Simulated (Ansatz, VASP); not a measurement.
**Two plane-wave programs on AlN**

```
CELL_PARAMETERS angstrom
3.11381 0.00000 0.00000
-1.55691 2.69664 0.00000
0.00000 0.00000 4.98339
ATOMIC_POSITIONS crystal
Al 0.33333 0.66667 0.99900
Al 0.66667 0.33333 0.49900
N 0.33333 0.66667 0.38100
N 0.66667 0.33333 0.88100
```

Alike in both runs: functional PBEsol; k mesh 9 × 9 × 6; no spin polarisation.

Ansatz relaxed the structure, and its values are those at the end. VASP's run is a single point on that final structure, the one shown.

```csv
,VASP,Ansatz
version,VASP 6.6.1,Ansatz 0.2.0
potentials or method,"VASP PAW PBE potentials, release 64 (Al, N)","scalar-relativistic, plane waves, PAW"
plane-wave cutoff (eV),520,420
occupations,"gaussian, width 0.01 eV",fixed
valence electrons in the cell,16,16
```

VASP gave:

- gap on the k mesh at the Fermi level (eV): 4.11
- least direct gap on the mesh (eV): 4.11
- pressure (GPa): -0.1

Question: Estimate Ansatz's values.

Answer: gap on the k mesh at the Fermi level (eV): 4.09; least direct gap on the mesh (eV): 4.09; pressure (GPa): 0.0.

Caveats: the PAW data sets were made with another functional, which shifts forces and pressure a little (VASP); an odd mesh through Γ misses points on the zone boundary, where band edges often lie.
